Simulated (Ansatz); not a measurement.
CdTe: eigenvalues along the path

```
CELL_PARAMETERS angstrom
3.06529 -3.09461 0.00000
3.06529 3.09461 0.00000
0.00000 0.00000 6.09065
ATOMIC_POSITIONS crystal
Cd 0.27703 0.72297 0.75000
Cd 0.72297 0.27703 0.25000
Te 0.76614 0.23386 0.75000
Te 0.23386 0.76614 0.25000
```

Atom numbers follow the list: Cd1, Cd2, Te3, Te4.

Structure from Materials Project entry mp-1066480 (possibly hypothetical), not relaxed further.

Spin–orbit coupling is left out, though it moves levels of the heavy atoms by tenths of an eV or more.

Theory: DFT, PBE, all-electron LAPW, scalar-relativistic (Ansatz 0.2.0).

Numerical set-up: a Γ-centred 9×9×6 k mesh, Fermi–Dirac smearing of 0.05 eV, basis error target 1 meV/atom, no spin polarisation.

Path points, in fractions of the reciprocal vectors: Γ (0.000, 0.000, 0.000), Y (-0.500, 0.500, 0.000), C0 (-0.495, 0.505, 0.000), Σ0 (0.495, 0.495, 0.000), Z (0.000, 0.000, 0.500), A0 (0.495, 0.495, 0.500), E0 (-0.495, 0.505, 0.500), T (-0.500, 0.500, 0.500). Levels in eV from the Fermi level; bands 27 to 51, counted from the lowest band of the run. The gap is zero.

```
# k(1/Å) point b27 b28 b29 b30 b31 b32 b33 b34 b35 b36 b37 b38 b39 b40 b41 b42 b43 b44 b45 b46 b47 b48 b49 b50 b51
0.000 Γ -11.47 -10.65 -8.26 -8.24 -8.23 -8.20 -8.20 -8.20 -8.19 -8.09 -8.08 -7.45 -3.95 -2.02 -1.98 -1.25 -0.45 -0.41 -0.35 0.29 4.30 6.99 7.14 7.17 7.61
0.127 - -11.43 -10.63 -8.25 -8.24 -8.24 -8.20 -8.20 -8.20 -8.19 -8.09 -8.09 -7.47 -3.89 -2.42 -2.12 -0.96 -0.62 -0.51 -0.48 1.03 4.48 6.62 6.75 6.93 7.04
0.254 - -11.32 -10.59 -8.27 -8.25 -8.24 -8.22 -8.21 -8.19 -8.18 -8.12 -8.08 -7.52 -3.71 -2.89 -2.38 -1.66 -0.69 -0.67 0.41 2.01 4.97 5.24 6.16 6.88 6.93
0.381 - -11.16 -10.55 -8.29 -8.26 -8.22 -8.22 -8.21 -8.18 -8.17 -8.14 -8.08 -7.57 -3.44 -3.18 -2.74 -2.24 -0.94 -0.94 1.51 2.38 4.62 5.55 5.62 5.71 6.98
0.508 - -10.99 -10.53 -8.30 -8.23 -8.23 -8.21 -8.20 -8.18 -8.15 -8.15 -8.08 -7.59 -3.29 -3.11 -3.09 -2.70 -1.24 -1.23 1.45 2.24 4.62 5.17 5.67 6.46 6.61
0.634 - -10.84 -10.55 -8.27 -8.24 -8.22 -8.20 -8.15 -8.13 -8.13 -8.09 -8.08 -7.57 -3.45 -3.32 -2.98 -2.71 -1.53 -1.50 0.40 1.59 4.82 5.40 5.61 6.95 7.60
0.761 - -10.74 -10.60 -8.25 -8.24 -8.23 -8.19 -8.12 -8.11 -8.10 -8.08 -7.85 -7.53 -3.72 -3.57 -2.81 -2.36 -1.76 -1.72 -0.46 0.48 4.57 4.87 6.80 8.23 8.40
0.888 - -10.70 -10.65 -8.26 -8.26 -8.20 -8.19 -8.09 -8.09 -8.09 -8.08 -7.60 -7.48 -3.90 -3.85 -2.35 -2.09 -1.91 -1.87 -1.00 -0.56 4.37 4.42 8.20 8.87 9.12
1.015 Y -10.67 -10.67 -8.26 -8.26 -8.19 -8.18 -8.09 -8.08 -8.08 -8.08 -7.49 -7.46 -3.98 -3.96 -1.99 -1.97 -1.93 -1.92 -1.21 -1.15 4.19 4.37 8.97 9.06 9.28
1.016 - -10.67 -10.67 -8.26 -8.26 -8.19 -8.18 -8.09 -8.08 -8.08 -8.08 -7.49 -7.46 -3.98 -3.96 -1.99 -1.97 -1.93 -1.92 -1.21 -1.15 4.19 4.37 8.97 9.06 9.28
1.018 - -10.67 -10.67 -8.26 -8.26 -8.19 -8.18 -8.09 -8.08 -8.08 -8.08 -7.49 -7.46 -3.98 -3.96 -1.99 -1.97 -1.93 -1.92 -1.21 -1.15 4.19 4.37 8.97 9.06 9.28
1.019 - -10.67 -10.67 -8.26 -8.26 -8.19 -8.18 -8.09 -8.08 -8.08 -8.08 -7.49 -7.46 -3.98 -3.96 -1.99 -1.97 -1.93 -1.92 -1.21 -1.15 4.19 4.37 8.97 9.06 9.28
1.020 - -10.67 -10.67 -8.26 -8.26 -8.19 -8.18 -8.09 -8.08 -8.08 -8.08 -7.49 -7.46 -3.98 -3.96 -1.99 -1.97 -1.93 -1.92 -1.21 -1.15 4.19 4.37 8.97 9.06 9.28
1.021 - -10.67 -10.67 -8.26 -8.26 -8.19 -8.18 -8.09 -8.08 -8.08 -8.08 -7.49 -7.46 -3.98 -3.95 -1.99 -1.97 -1.93 -1.92 -1.21 -1.15 4.19 4.37 8.97 9.06 9.28
1.022 - -10.67 -10.67 -8.26 -8.26 -8.19 -8.18 -8.09 -8.08 -8.08 -8.08 -7.49 -7.46 -3.98 -3.95 -1.99 -1.97 -1.93 -1.92 -1.21 -1.15 4.19 4.37 8.97 9.06 9.28
1.024 - -10.67 -10.67 -8.26 -8.26 -8.19 -8.18 -8.09 -8.08 -8.08 -8.08 -7.49 -7.46 -3.98 -3.95 -1.99 -1.97 -1.94 -1.92 -1.21 -1.14 4.19 4.37 8.97 9.06 9.28
1.025 C0 -10.67 -10.67 -8.26 -8.26 -8.19 -8.18 -8.09 -8.08 -8.08 -8.08 -7.49 -7.46 -3.98 -3.95 -1.99 -1.97 -1.94 -1.92 -1.21 -1.14 4.19 4.38 8.97 9.06 9.28
1.203 - -10.68 -10.65 -8.26 -8.25 -8.21 -8.19 -8.10 -8.10 -8.10 -8.08 -7.62 -7.61 -3.91 -3.72 -2.26 -2.18 -2.04 -2.02 -0.47 -0.30 4.39 4.66 7.87 8.00 9.07
1.382 - -10.68 -10.61 -8.26 -8.25 -8.23 -8.23 -8.14 -8.13 -8.12 -8.09 -7.87 -7.87 -3.95 -3.65 -2.15 -2.12 -1.90 -1.82 0.83 1.01 4.95 5.35 5.92 6.06 7.96
1.561 - -10.67 -10.58 -8.31 -8.30 -8.23 -8.21 -8.20 -8.20 -8.14 -8.11 -8.02 -8.02 -4.13 -3.81 -2.25 -2.22 -0.91 -0.83 2.22 2.41 4.26 4.37 5.68 6.24 6.35
1.739 - -10.67 -10.56 -8.35 -8.34 -8.25 -8.24 -8.21 -8.19 -8.15 -8.12 -8.06 -8.05 -4.20 -3.88 -2.29 -2.26 -0.24 -0.17 2.60 2.67 4.52 4.61 4.83 4.92 6.09
1.918 - -10.67 -10.58 -8.31 -8.30 -8.23 -8.21 -8.20 -8.20 -8.14 -8.11 -8.02 -8.02 -4.13 -3.81 -2.25 -2.22 -0.91 -0.83 2.22 2.41 4.26 4.37 5.68 6.24 6.35
2.097 - -10.68 -10.61 -8.26 -8.25 -8.23 -8.23 -8.14 -8.13 -8.12 -8.09 -7.87 -7.87 -3.95 -3.65 -2.15 -2.12 -1.90 -1.82 0.83 1.01 4.95 5.35 5.92 6.06 7.96
2.275 - -10.68 -10.65 -8.26 -8.25 -8.21 -8.19 -8.10 -8.10 -8.10 -8.08 -7.62 -7.61 -3.91 -3.72 -2.26 -2.18 -2.04 -2.02 -0.47 -0.30 4.39 4.66 7.87 8.00 9.07
2.454 Σ0 -10.67 -10.67 -8.26 -8.26 -8.19 -8.18 -8.09 -8.08 -8.08 -8.08 -7.49 -7.46 -3.98 -3.95 -1.99 -1.97 -1.94 -1.92 -1.21 -1.14 4.19 4.38 8.97 9.06 9.28
2.581 - -10.69 -10.65 -8.26 -8.25 -8.20 -8.18 -8.10 -8.09 -8.09 -8.08 -7.60 -7.51 -3.96 -3.76 -2.42 -2.08 -1.93 -1.86 -0.99 -0.44 4.23 4.60 8.26 8.75 9.05
2.708 - -10.73 -10.60 -8.26 -8.24 -8.24 -8.19 -8.12 -8.11 -8.10 -8.08 -7.86 -7.56 -3.81 -3.43 -2.89 -2.36 -1.77 -1.70 -0.40 0.63 4.37 5.14 6.86 8.20 8.29
2.834 - -10.83 -10.55 -8.28 -8.25 -8.21 -8.20 -8.15 -8.13 -8.13 -8.11 -8.08 -7.61 -3.55 -3.18 -3.06 -2.72 -1.53 -1.46 0.51 1.76 4.63 5.46 5.90 6.87 7.56
2.961 - -10.97 -10.52 -8.30 -8.25 -8.24 -8.21 -8.19 -8.18 -8.15 -8.15 -8.08 -7.62 -3.28 -3.21 -3.09 -2.66 -1.24 -1.18 1.62 2.35 4.78 5.00 5.54 6.62 6.83
3.088 - -11.15 -10.54 -8.30 -8.28 -8.22 -8.22 -8.21 -8.17 -8.17 -8.15 -8.08 -7.59 -3.44 -3.19 -2.82 -2.20 -0.94 -0.88 1.59 2.47 4.67 5.46 5.66 5.77 7.01
3.215 - -11.32 -10.59 -8.28 -8.24 -8.24 -8.22 -8.21 -8.19 -8.18 -8.12 -8.08 -7.54 -3.71 -2.91 -2.41 -1.67 -0.67 -0.63 0.46 2.01 4.85 5.56 6.02 6.89 7.04
3.342 - -11.43 -10.63 -8.26 -8.25 -8.22 -8.21 -8.21 -8.19 -8.19 -8.09 -8.08 -7.48 -3.89 -2.44 -2.10 -1.01 -0.67 -0.48 -0.37 1.00 4.47 6.62 6.85 6.99 7.06
3.469 Γ -11.47 -10.65 -8.26 -8.24 -8.23 -8.20 -8.20 -8.20 -8.19 -8.09 -8.08 -7.45 -3.95 -2.02 -1.98 -1.25 -0.45 -0.41 -0.35 0.29 4.30 6.99 7.14 7.17 7.61
3.533 - -11.46 -10.65 -8.25 -8.24 -8.23 -8.20 -8.20 -8.20 -8.19 -8.09 -8.08 -7.48 -3.92 -2.01 -1.97 -1.20 -0.64 -0.47 -0.36 0.56 4.32 6.94 7.04 7.09 7.57
3.598 - -11.43 -10.66 -8.25 -8.25 -8.23 -8.20 -8.20 -8.19 -8.19 -8.09 -8.09 -7.57 -3.83 -1.97 -1.93 -1.06 -1.03 -0.52 -0.41 1.04 4.35 6.76 6.84 6.93 7.01
3.662 - -11.38 -10.68 -8.27 -8.25 -8.23 -8.21 -8.20 -8.19 -8.18 -8.10 -8.09 -7.70 -3.70 -1.90 -1.86 -1.41 -0.82 -0.60 -0.48 1.57 4.42 6.21 6.44 6.77 6.96
3.727 - -11.31 -10.71 -8.28 -8.25 -8.23 -8.21 -8.21 -8.18 -8.18 -8.10 -8.10 -7.84 -3.55 -1.81 -1.79 -1.74 -0.71 -0.68 -0.39 2.07 4.50 5.52 6.13 6.73 6.96
3.791 - -11.23 -10.75 -8.29 -8.25 -8.22 -8.21 -8.21 -8.17 -8.17 -8.11 -8.11 -7.98 -3.38 -2.07 -1.70 -1.66 -0.84 -0.78 0.01 2.46 4.62 4.98 5.84 6.70 7.01
3.856 - -11.14 -10.80 -8.30 -8.24 -8.22 -8.22 -8.21 -8.17 -8.16 -8.12 -8.12 -8.10 -3.21 -2.35 -1.57 -1.53 -0.98 -0.92 0.51 2.52 4.76 4.82 5.57 6.58 7.11
3.920 - -11.05 -10.87 -8.28 -8.24 -8.22 -8.22 -8.21 -8.19 -8.16 -8.15 -8.13 -8.13 -3.03 -2.60 -1.43 -1.39 -1.13 -1.08 1.07 2.18 4.92 5.11 5.33 6.19 7.26
3.985 Z -10.96 -10.96 -8.25 -8.25 -8.23 -8.23 -8.22 -8.22 -8.15 -8.15 -8.14 -8.14 -2.82 -2.82 -1.28 -1.28 -1.23 -1.23 1.65 1.65 5.11 5.11 5.63 5.63 7.37
4.112 - -10.92 -10.92 -8.26 -8.26 -8.24 -8.24 -8.22 -8.22 -8.15 -8.15 -8.13 -8.13 -3.08 -3.08 -1.34 -1.34 -0.98 -0.98 1.81 1.81 5.21 5.21 5.42 5.42 7.02
4.239 - -10.83 -10.83 -8.29 -8.29 -8.26 -8.26 -8.21 -8.21 -8.15 -8.15 -8.12 -8.12 -3.52 -3.52 -1.58 -1.58 -0.48 -0.48 2.32 2.32 4.77 4.77 5.50 5.50 6.20
4.365 - -10.71 -10.71 -8.34 -8.34 -8.27 -8.27 -8.20 -8.20 -8.15 -8.15 -8.09 -8.09 -3.89 -3.89 -1.91 -1.91 -0.13 -0.13 3.03 3.03 4.07 4.07 5.27 5.27 6.03
4.492 - -10.60 -10.60 -8.36 -8.36 -8.26 -8.26 -8.19 -8.19 -8.14 -8.14 -8.06 -8.06 -4.12 -4.12 -2.26 -2.26 -0.11 -0.11 2.80 2.80 4.59 4.59 4.80 4.80 6.38
4.619 - -10.53 -10.53 -8.34 -8.34 -8.23 -8.23 -8.19 -8.19 -8.12 -8.12 -7.98 -7.98 -4.19 -4.19 -2.59 -2.59 -0.61 -0.61 2.45 2.45 4.46 4.46 5.87 5.87 6.64
4.746 - -10.51 -10.51 -8.33 -8.33 -8.21 -8.21 -8.18 -8.18 -8.11 -8.11 -7.84 -7.84 -4.10 -4.10 -2.86 -2.86 -1.46 -1.46 2.39 2.39 4.44 4.44 6.71 6.71 6.90
4.873 - -10.52 -10.52 -8.31 -8.31 -8.19 -8.19 -8.18 -8.18 -8.09 -8.09 -7.69 -7.69 -3.79 -3.79 -3.03 -3.03 -2.35 -2.35 2.39 2.39 4.65 4.65 6.74 6.74 6.97
5.000 A0 -10.53 -10.53 -8.31 -8.31 -8.19 -8.19 -8.18 -8.18 -8.08 -8.08 -7.61 -7.61 -3.33 -3.33 -3.09 -3.09 -3.06 -3.06 2.39 2.39 4.82 4.82 6.74 6.74 6.74
5.179 - -10.52 -10.52 -8.32 -8.32 -8.20 -8.20 -8.18 -8.18 -8.09 -8.09 -7.74 -7.74 -4.04 -4.04 -2.74 -2.74 -2.15 -2.15 2.39 2.39 4.51 4.51 6.86 6.86 6.96
5.357 - -10.48 -10.48 -8.34 -8.34 -8.22 -8.22 -8.20 -8.20 -8.11 -8.11 -7.98 -7.98 -4.59 -4.59 -1.87 -1.87 -1.09 -1.09 2.52 2.52 3.98 3.98 5.94 5.94 7.16
5.536 - -10.45 -10.45 -8.36 -8.36 -8.29 -8.29 -8.25 -8.25 -8.12 -8.12 -8.10 -8.10 -4.92 -4.92 -0.76 -0.76 -0.27 -0.27 3.04 3.04 3.39 3.39 4.57 4.57 6.00
5.714 - -10.43 -10.43 -8.38 -8.38 -8.36 -8.36 -8.27 -8.27 -8.12 -8.12 -8.12 -8.12 -5.02 -5.02 -0.06 -0.06 0.00 0.00 2.76 2.76 4.02 4.02 4.12 4.12 4.69
5.893 - -10.45 -10.45 -8.36 -8.36 -8.29 -8.29 -8.25 -8.25 -8.12 -8.12 -8.10 -8.10 -4.92 -4.92 -0.76 -0.76 -0.27 -0.27 3.04 3.04 3.39 3.39 4.57 4.57 6.00
6.072 - -10.48 -10.48 -8.34 -8.34 -8.22 -8.22 -8.20 -8.20 -8.11 -8.11 -7.98 -7.98 -4.59 -4.59 -1.87 -1.87 -1.09 -1.09 2.52 2.52 3.98 3.98 5.94 5.94 7.16
6.250 - -10.52 -10.52 -8.32 -8.32 -8.20 -8.20 -8.18 -8.18 -8.09 -8.09 -7.74 -7.74 -4.04 -4.04 -2.74 -2.74 -2.15 -2.15 2.39 2.39 4.51 4.51 6.86 6.86 6.96
6.429 E0 -10.53 -10.53 -8.31 -8.31 -8.19 -8.19 -8.18 -8.18 -8.08 -8.08 -7.61 -7.61 -3.33 -3.33 -3.09 -3.09 -3.06 -3.06 2.39 2.39 4.82 4.82 6.74 6.74 6.74
6.430 - -10.53 -10.53 -8.31 -8.31 -8.19 -8.19 -8.18 -8.18 -8.08 -8.08 -7.61 -7.61 -3.33 -3.33 -3.09 -3.09 -3.06 -3.06 2.39 2.39 4.83 4.83 6.74 6.74 6.74
6.431 - -10.53 -10.53 -8.31 -8.31 -8.19 -8.19 -8.18 -8.18 -8.08 -8.08 -7.61 -7.61 -3.32 -3.32 -3.09 -3.09 -3.06 -3.06 2.39 2.39 4.83 4.83 6.74 6.74 6.74
6.433 - -10.53 -10.53 -8.31 -8.31 -8.19 -8.19 -8.18 -8.18 -8.08 -8.08 -7.61 -7.61 -3.32 -3.32 -3.09 -3.09 -3.06 -3.06 2.39 2.39 4.83 4.83 6.74 6.74 6.74
6.434 - -10.53 -10.53 -8.31 -8.31 -8.19 -8.19 -8.18 -8.18 -8.08 -8.08 -7.61 -7.61 -3.32 -3.32 -3.09 -3.09 -3.07 -3.07 2.39 2.39 4.83 4.83 6.74 6.74 6.74
6.435 - -10.53 -10.53 -8.31 -8.31 -8.19 -8.19 -8.18 -8.18 -8.08 -8.08 -7.61 -7.61 -3.32 -3.32 -3.09 -3.09 -3.07 -3.07 2.39 2.39 4.83 4.83 6.74 6.74 6.74
6.436 - -10.53 -10.53 -8.31 -8.31 -8.19 -8.19 -8.18 -8.18 -8.08 -8.08 -7.61 -7.61 -3.32 -3.32 -3.09 -3.09 -3.07 -3.07 2.39 2.39 4.83 4.83 6.74 6.74 6.74
6.437 - -10.53 -10.53 -8.31 -8.31 -8.19 -8.19 -8.18 -8.18 -8.08 -8.08 -7.61 -7.61 -3.32 -3.32 -3.09 -3.09 -3.07 -3.07 2.39 2.39 4.83 4.83 6.74 6.74 6.74
6.439 T -10.53 -10.53 -8.31 -8.31 -8.19 -8.19 -8.18 -8.18 -8.08 -8.08 -7.61 -7.61 -3.32 -3.32 -3.09 -3.09 -3.07 -3.07 2.39 2.39 4.83 4.83 6.74 6.74 6.74
```
